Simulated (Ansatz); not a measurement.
# LaGaS3 (model cell, started as cubic perovskite with Ga in the octahedra): relaxing the cell for a phonon run

Wanted: the relaxed cell of LaGaS3 (model cell, started as cubic perovskite with Ga in the octahedra).

Main program and level: Ansatz 0.2.0; DFT PBEsol, scalar-relativistic, plane waves, PAW; PAW set soft_1.

The structure was built from a prototype and need not be the compound's stable phase.

## 1. Starting point

Symmetry: Pm-3m, No. 221, cubic system. Conventional cell: a = 4.822 Å, b = 4.822 Å, c = 4.822 Å, α = 90.00°, β = 90.00°, γ = 90.00°. La has 12 S at 3.41 Å nearest. Nearest to Ga lie 6 S at 2.41 Å. S has 2 Ga at 2.41 Å and 4 La at 3.41 Å nearest. Farther neighbours and most contacts between anions are not listed.

## 2. A coarse first look

First a cheap look: the gap decides the mesh and the occupations, the pressure tells how far the cell has to move.

input.yaml reads:

```yaml
crystal:
  lattice:
    - [4.8216, 0.0, 0.0]
    - [0.0, 4.8216, 0.0]
    - [0.0, 0.0, 4.8216]
  atoms:
    - { symbol: La, position: [0.0, 0.0, 0.0] }
    - { symbol: Ga, position: [0.5, 0.5, 0.5] }
    - { symbol: S, position: [0.5, 0.5, 0.0] }
    - { symbol: S, position: [0.5, 0.0, 0.5] }
    - { symbol: S, position: [0.0, 0.5, 0.5] }
kpoints:
  mp_grid: { grid: [4, 4, 4] }
hamiltonian:
  xc: pbesol
  pseudopotentials: { kind: paw, azcp: { folder: soft_1 }, xc_functional: pbe }
scf:
  occupations: { method: gaussian, width: 0.1 }
output:
  forces: true
  stress: true
  eigenvalues: true
```

The run is started by

```console
$ ansatz run input.yaml --threads 8 --pin off --max-ram 16384MiB --backend cpu --events-out ev --progress --plain --runs-dir out
```

Numbers of over 12 decimals in the logs are rounded to 6 here.

What it wrote:

```text
Engine: ansatz 0.2.0, aarch64-unknown-linux-gnu
Pseudopotentials: kind: paw
Pseudopotential: La, paw, valence charge 11, recommended cutoff 420 eV (normal), soft_1/La.paw.azcp
Pseudopotential: Ga, paw, valence charge 13, recommended cutoff 420 eV (normal), soft_1/Ga.paw.azcp
Pseudopotential: S, paw, valence charge 6, recommended cutoff 420 eV (normal), soft_1/S.paw.azcp
Functional definition: PBEsol
[...]
k-point 0: bands = [... 17 lower, 6.8210, 6.8210, 7.6014, 7.6014, 7.6014, 9.4835, 9.4835, 9.6397, ... 1 higher]
  k-point 1: bands = [... 17 lower, 6.4776, 6.4776, 7.2670, 7.2670, 8.2474, 9.5606, 9.6102, 9.6295, ... 1 higher]
  k-point 2: bands = [... 17 lower, 6.2524, 6.2524, 6.9229, 6.9229, 9.5203, 9.5892, 9.6409, 9.6409, ... 1 higher]
  k-point 9: bands = [... 17 lower, 7.6543, 8.1785, 8.1785, 8.1785, 9.6091, 9.6091, 9.6091, 9.6509, ... 1 higher]
[key lines of the parts left out:]
SCF converged after 10 iterations
Free energy (F): -12564.832995 eV
Fermi energy:    8.198927 eV
P = ⅓ Tr σ = -6.4708 GPa (-64.708 kbar)
```

The job ended after 0.73 s (8 threads of Arm Neoverse V1, shared host; peak memory 0.48 GiB).

Numbers from this step:

```yaml
pressure: -6.471 GPa
volume_per_atom: 22.42 Å³
gap_on_the_k_mesh: 0 eV
```

The coarse mesh shows no gap and a pressure of -6.5 GPa.

## 3. Relaxation

The cell and atoms are relaxed, since residual forces and stress would shift the frequencies.

input.yaml: that of step 2 with these lines changed.

```diff
@@ -12,3 +12,3 @@
 kpoints:
-  mp_grid: { grid: [4, 4, 4] }
+  mp_grid: { grid: [8, 8, 8] }
 hamiltonian:
@@ -22 +22,10 @@
   eigenvalues: true
+  write_density: true
+  write_potential: true
+  elf: true
+  volumetric_format: npy
+relax:
+  adjacent_minimum: "off"
+  f_tol: 0.005
+  max_steps: 80
+  cell: { stress_tol: 0.05 }
```

What it wrote:

```text
[...]
Crystal: 5 atoms, lattice volume = 112.092 Å³
Basis set: ecut = 420 eV, 2109 PW (Γ), exchange–correlation on 72×72×72 points (8 copies of the dense FFT grid, shifted against one another)
Bands: 26, of which v1, the nominal top of the filled ones, is band 21 counted from 1 (20 counted from 0)
Symmetry: 48 space group operations
[...]
k-points: 35 of 512
[...]
SCF iter   1: F=—  HF=-12565.257035 eV  |F-HF|=—  |Δ(HF+E_count)|=         —  Δρ=4.14e-2  dr2=3.01e0  ethr=3.10e-3  ⟨swp⟩=5.4  Hψ=3731  notcnv=0
[...]
SCF iter   9: F=-12564.863086 eV  HF=-12564.863086 eV  |F-HF|=5.14e-8  |Δ(HF+E_count)|=   4.29e-8  Δρ=5.77e-6  dr2=5.93e-8  ethr=2.38e-10  ⟨swp⟩=14.5  Hψ=7999  notcnv=0
SCF 1 converged in 9 iterations: F = -12564.863086 eV  dr2 = 5.93e-8
[...]
relax step   1: F+E_penalty+E_count = -12564.86308592 eV  Δ(F+E_penalty+E_count) = +0.000e0 eV  max|allowed force component| = 6.442e-30 eV/Å  Δτ_max = 0.0000 Å  P = -6.486 GPa  Ω = 112.092 Å³  (9 SCF iters, dr2 threshold 1.00e-7 eV, accepted)
Crystal: 5 atoms, lattice volume = 102.567 Å³
Basis set: ecut = 420 eV, 2007 PW (Γ), exchange–correlation on 72×72×72 points (8 copies of the dense FFT grid, shifted against one another)
[...]
iter 1 solved again at ethr=5.46e-5 eV; its pass at ethr=3.10e-3 eV (dr2=2.30e-2 eV) is discarded
[...]
SCF iter   7: F=-12565.077036 eV  HF=-12565.077036 eV  |F-HF|=3.78e-8  |Δ(HF+E_count)|=   7.65e-8  Δρ=4.88e-6  dr2=4.41e-8  ethr=1.19e-9  ⟨swp⟩=13.4  Hψ=7909  notcnv=0
SCF 2 converged in 7 iterations: F = -12565.077036 eV  dr2 = 4.41e-8
relax step   2: F+E_penalty+E_count = -12565.07703579 eV  Δ(F+E_penalty+E_count) = -2.139e-1 eV  max|allowed force component| = 1.893e-30 eV/Å  Δτ_max = 0.0000 Å  P = -0.132 GPa  Ω = 102.567 Å³  energy of the carried Pulay correction = +1.393e-3 eV  (7 SCF iters, dr2 threshold 5.00e-7 eV, accepted)
Crystal: 5 atoms, lattice volume = 102.385 Å³
[...]
SCF iter   5: F=-12565.077126 eV  HF=-12565.077126 eV  |F-HF|=2.72e-9  |Δ(HF+E_count)|=   2.56e-8  Δρ=2.26e-6  dr2=5.43e-9  ethr=1.04e-10  ⟨swp⟩=10.1  Hψ=6345  notcnv=0
SCF 3 converged in 5 iterations: F = -12565.077126 eV  dr2 = 5.43e-9
relax step   3: F+E_penalty+E_count = -12565.07712593 eV  Δ(F+E_penalty+E_count) = -9.014e-5 eV  max|allowed force component| = 1.078e-30 eV/Å  Δτ_max = 0.0000 Å  P = +0.022 GPa  Ω = 102.385 Å³  energy of the carried Pulay correction = +1.421e-3 eV  (5 SCF iters, dr2 threshold 4.38e-8 eV, accepted)
Basis set: ecut = 420 eV, 2007 PW (Γ), exchange–correlation on 64×64×64 points (8 copies of the dense FFT grid, shifted against one another)
[...]
SCF iter   7: F=-12565.075762 eV  HF=-12565.075762 eV  |F-HF|=1.09e-11  |Δ(HF+E_count)|=  2.91e-11  Δρ=8.19e-8  dr2=1.67e-11  ethr=1.00e-12  ⟨swp⟩=8.0  Hψ=4853  notcnv=0
SCF 4 converged in 7 iterations: F = -12565.075762 eV  dr2 = 1.67e-11
relax step   4: F+E_penalty+E_count = -12565.07576172 eV  Δ(F+E_penalty+E_count) = +1.364e-3 eV  max|allowed force component| = 1.749e-30 eV/Å  Δτ_max = 0.0000 Å  P = +0.020 GPa  Ω = 102.385 Å³  stress off target by 2.04e-2 GPa  SCF on the basis re-selected at this cell (its energy is not comparable with the rows above)  (7 SCF iters)
basis re-selected at this cell: Δ(F+E_penalty+E_count) = +1.364e-3 eV, ΔP = -0.002 GPa vs the last step (what re-selecting the basis moved, of the pressure what is left beyond the Pulay correction that the steps carried, after the strain that the cell walked since its last selection, with what the two solves' SCF thresholds leave and, on support functions, any second-order correction that the steps lacked; it is no measure of the basis error at this ecutwfc). The dense FFT grid was sized anew with the basis: this SCF ran on 32×32×32 points, the steps before it on 36×36×36, so part of this shift can come from that change (see relax.cell in the input reference). [rest of the remark cut]
SCF converged after 7 iterations
Free energy (F): -12565.075762 eV
[...]
Internal energy: -12565.071917 eV  (E = F + TS)
E sigma→0 (E₀):  -12565.073839 eV
Entropy (-TS):   -0.003845 eV (-0.769 meV/atom)
Fermi energy:    9.258701 eV
[...]
--- Stress (GPa, compression-positive) ---
        0.020373      -0.000000       0.000000
       -0.000000       0.020373       0.000000
        0.000000       0.000000       0.020373
  P = ⅓ Tr σ = 0.0204 GPa (0.204 kbar)
--- Band table (eV; the first three rows and the last of 35) ---
  k-point 0: bands = [... 17 lower, 7.8448, 7.8448, 8.8102, 8.8102, 8.8102, 10.6347, 10.6347, 11.1248, ... 1 higher]
  k-point 1: bands = [... 17 lower, 7.7111, 7.7111, 8.6929, 8.6929, 8.7998, 10.7551, 10.8790, 11.1025, ... 1 higher]
  k-point 2: bands = [... 17 lower, 7.4607, 7.4607, 8.4122, 8.4122, 9.5495, 10.9593, 11.0715, 11.0831, ... 1 higher]
  k-point 34: bands = [... 17 lower, 8.9250, 9.4032, 9.4032, 9.4032, 11.0896, 11.0896, 11.0896, 11.1437, ... 1 higher]
--- Relaxed structure (3 steps of the walk, 3 accepted, 1 SCFs on fresh bases) ---
  F+E_penalty+E_count = -12565.07576172 eV   max|allowed force component| = 1.749e-30 eV/Å   (the final SCF, on the basis selected at the relaxed cell)
  cell:  # Å, volume = 102.3855 Å³
    - [4.678207, 0, 0]
    - [0, 4.678207, 0.0]
    - [0, 0.0, 4.678207]
  atoms:
    - { symbol: La, position: [0, 0, 0] }
    - { symbol: Ga, position: [0.5, 0.5, 0.5] }
    - { symbol: S, position: [0.5, 0.5, 0] }
    - { symbol: S, position: [0.5, 0, 0.5] }
    - { symbol: S, position: [0, 0.5, 0.5] }
```

Elapsed: 5.4 s, on 8 threads; peak memory 0.6 GiB; 38 s of CPU time.

Step by step:

```tsv
step	energy less that of the first step (eV)	largest force component (eV/Å)	pressure (GPa)	volume (Å³)
1	0.0000	0.0000	-6.49	112.09
2	-0.2140	0.0000	-0.13	102.57
3	-0.2140	0.0000	0.02	102.39
4*	-0.2127	0.0000	0.02	102.39
```

Relaxation steps marked * repeat the geometry before them on a plane-wave basis chosen anew for their cell, so energy and pressure can jump there.

The run keeps the 48 symmetry operations that it works with, so distortions that break them were not tested.

```tsv
conventional cell, symmetrised	before	after	change
a (Å)	4.822	4.678	-3.0 %
b (Å)	4.822	4.678	-3.0 %
c (Å)	4.822	4.678	-3.0 %
volume (Å³/atom)	22.42	20.48	-8.7 %
```

Final coordinates:

```
La Ga S
1.0
     4.67821    0.00000    0.00000
     0.00000    4.67821    0.00000
     0.00000    0.00000    4.67821
La Ga S
1 1 3
Cartesian
  0.0000 0.0000 0.0000
  2.3391 2.3391 2.3391
  2.3391 2.3391 0.0000
  2.3391 0.0000 2.3391
  0.0000 2.3391 2.3391
```

Numbers from this step:

| Item | Value |
| --- | --- |
| pressure | 0.02037 GPa |
| volume per atom | 20.48 Å³ |

Valence density in the ac plane at fractional y = 0.500, with atoms of Ga and S within 0.2 Å of it. It is the smooth field of the valence electrons, not physical close to the nuclei.

Ten steps, logarithmic in the rise over the least value, from '0' (0 e/Å³) to '9' (38 e/Å³), each cell a mean:
```
00001222221000
00001222211000
00000122110000
11000111100011
22110122210112
22211367521122
12211489721222
22211378621222
22211234311122
21100111100011
00000111110000
00001222210000
00001222221000
00002221221000
```
Columns run along a (4.7 Å), rows up along c (4.7 Å). Atoms in or near the plane, at fractional coordinates: Ga at (0.50, 0.50), S at (0.50, 0.00), S at (0.00, 0.50).

ELF in the ac plane at fractional y = 0.500, with atoms of Ga and S within 0.2 Å of it. It is the smooth field of the valence electrons, not physical close to the nuclei.

Ten even steps from '0' (0.02) to '9' (0.85), each cell a mean:
```
00279831599510
11148987996211
64114799863125
98522344431369
99842222223699
47973100124895
03973101024971
15973100024983
89962211123798
99632233322489
86213677742147
32126999985112
00269953798410
00389810499610
```
Columns run along a (4.7 Å), rows up along c (4.7 Å). Atoms in or near the plane, at fractional coordinates: Ga at (0.50, 0.50), S at (0.50, 0.00), S at (0.00, 0.50).

Electrostatic potential energy in the ac plane at fractional y = 0.500, with atoms of Ga and S within 0.2 Å of it. With pseudopotentials it is smooth inside the atoms' cores, unlike the true potential.

Values in eV, 14 rows by 14 columns, each cell a mean:
```
 13  13  13  12   3 -21 -31 -28 -30 -11   9  13  13  13
 13  13  13  12   8  -5 -22 -26 -16   1  11  13  13  13
 12  13  13  13  11   7   1  -2   3   9  12  13  13  13
  8   9  11  12  11   7   3   2   5   9  11  12  11   9
-15  -6   5  10   7   1   2   4   1   3   9   9   1 -11
-31 -27  -7   6   2   5  25  30  17   1   5   3 -16 -30
-21 -31 -16   4   0  14  35  35  30   4   2  -2 -26 -28
-28 -30 -12   5   0  10  33  35  25   2   3   1 -22 -31
-25 -15   1   8   5   1  10  14   5   1   7   7  -5 -21
  1   5  10  11   9   5   0   0   2   7  11  11   8   3
 11  12  13  13  11   8   5   4   6  10  12  13  12  12
 13  13  13  13  10   1 -12 -16  -7   5  11  13  13  13
 13  13  13  12   5 -15 -30 -31 -27  -6   9  13  13  13
 13  13  13  11   1 -25 -28 -21 -31 -15   8  12  13  13
```
Columns run along a (4.7 Å; values clipped at the 3rd and 97th percentile), rows up along c (4.7 Å). Atoms in or near the plane, at fractional coordinates: Ga at (0.50, 0.50), S at (0.50, 0.00), S at (0.00, 0.50).

In this step the volume went from 22.42 to 20.48 Å³/atom.

## 4. Relaxation

The relaxation is repeated from its end on the same settings, as a check that it has come to rest.

input.yaml: that of step 3 with these lines changed.

```diff
@@ -2,5 +2,5 @@
   lattice:
-    - [4.8216, 0.0, 0.0]
-    - [0.0, 4.8216, 0.0]
-    - [0.0, 0.0, 4.8216]
+    - [4.6782068308, 0.0, 0.0]
+    - [0.0, 4.6782068308, 0.0]
+    - [0.0, 0.0, 4.6782068308]
   atoms:
@@ -22,6 +22,2 @@
   eigenvalues: true
-  write_density: true
-  write_potential: true
-  elf: true
-  volumetric_format: npy
 relax:
```

What it wrote:

```text
[...]
Crystal: 5 atoms, lattice volume = 102.385 Å³
Basis set: ecut = 420 eV, 2007 PW (Γ), exchange–correlation on 64×64×64 points (8 copies of the dense FFT grid, shifted against one another)
Bands: 26, of which v1, the nominal top of the filled ones, is band 21 counted from 1 (20 counted from 0)
[... 1 set-up line as in the run before ...]
[...]
k-points: 35 of 512
[...]
--- Relaxed structure (1 steps of the walk, 1 accepted, 1 SCFs on fresh bases) ---
[...]
cell:  # Å, volume = 102.3855 Å³
    - [4.6782068308, 0.0, 0.0]
    - [0.0, 4.6782068308, 0.0]
    - [0.0, 0.0, 4.6782068308]
  atoms:
    - { symbol: La, position: [0.0, 0.0, 0.0] }
    - { symbol: Ga, position: [0.5, 0.5, 0.5] }
    - { symbol: S, position: [0.5, 0.5, 0.0] }
    - { symbol: S, position: [0.5, 0.0, 0.5] }
    - { symbol: S, position: [0.0, 0.5, 0.5] }
[key lines of the parts left out:]
SCF converged after 6 iterations
Free energy (F): -12565.075762 eV
Fermi energy:    9.258701 eV
P = ⅓ Tr σ = 0.0204 GPa (0.204 kbar)
```

Elapsed: 2.5 s, on 8 threads; peak memory 0.56 GiB.

Little changed from the start: no atom moved by 0.005 Å and no cell edge by 0.1 %.

In this step the volume went from 20.48 to 20.48 Å³/atom.

## 5. Tight relaxation

Phonons need a cell at rest on their own settings, so the relaxation is repeated with tight tolerances on forces and stress on the k mesh and occupations of the first response run.

input.yaml: that of step 4 with these lines changed.

```diff
@@ -17,3 +17,3 @@
 scf:
-  occupations: { method: gaussian, width: 0.1 }
+  occupations: { method: methfessel_paxton, width: 0.2 }
 output:
@@ -24,4 +24,4 @@
   adjacent_minimum: "off"
-  f_tol: 0.005
-  max_steps: 80
-  cell: { stress_tol: 0.05 }
+  f_tol: 0.001
+  max_steps: 60
+  cell: { stress_tol: 0.01 }
```

What it wrote:

```text
[...]
Crystal: 5 atoms, lattice volume = 102.385 Å³
Basis set: ecut = 420 eV, 2007 PW (Γ), exchange–correlation on 64×64×64 points (8 copies of the dense FFT grid, shifted against one another)
Bands: 26, of which v1, the nominal top of the filled ones, is band 21 counted from 1 (20 counted from 0)
[... 1 set-up line as in the run before ...]
[...]
k-points: 35 of 512
[...]
--- Relaxed structure (2 steps of the walk, 2 accepted, 1 SCFs on fresh bases) ---
[...]
cell:  # Å, volume = 102.4105 Å³
    - [4.678588, 0.0, 0.0]
    - [0.0, 4.678588, 0.0]
    - [0.0, 0.0, 4.678588]
  atoms:
    - { symbol: La, position: [0, 0, 0] }
    - { symbol: Ga, position: [0.500000, 0.500000, 0.500000] }
    - { symbol: S, position: [0.500000, 0.500000, 0] }
    - { symbol: S, position: [0.500000, 0, 0.500000] }
    - { symbol: S, position: [0, 0.500000, 0.500000] }
[key lines of the parts left out:]
SCF converged after 7 iterations
Free energy (F): -12565.070931 eV
Fermi energy:    9.243907 eV
P = ⅓ Tr σ = 0.0014 GPa (0.014 kbar)
```

The job ended after 3.3 s (8 threads; peak memory 0.57 GiB).

Little changed from the start: no atom moved by 0.005 Å and no cell edge by 0.1 %.

This step gave:

```yaml
pressure: 0.001368 GPa
```

The forces vanish by symmetry and the pressure is 0.001 GPa, within the tolerances set. The cell now holds 20.48 Å³/atom.

## 6. Results

| Quantity | Value |
| --- | --- |
| space group after relaxation (within 0.01 Å) | Pm-3m |
| lattice constant a | 4.679 Å |
| lattice constant b | 4.679 Å |
| lattice constant c | 4.679 Å |
| volume per atom | 20.5 Å³ |

The forces vanish by symmetry and the pressure is 0.001 GPa, within the tolerances set. The cell now holds 20.48 Å³/atom. The relaxation keeps the symmetry of its start, so it says nothing on stability against lower symmetry. Spin-orbit coupling is left out, which can matter for the heavy elements here. The PAW files were made for PBE and serve the other functionals too. The starting cell was built on a prototype and not taken from a measurement, so the phase need not exist.

[Logs are printed without paths, hosts, clocks, repeated set-up lines and the standing remarks that a program may print on its own settings, such as how far it seeks lower states.]

[Hosts, paths, dates, database ids (printed as entryN), source tags and the programs' standing remarks are cut or masked in the printed files.]
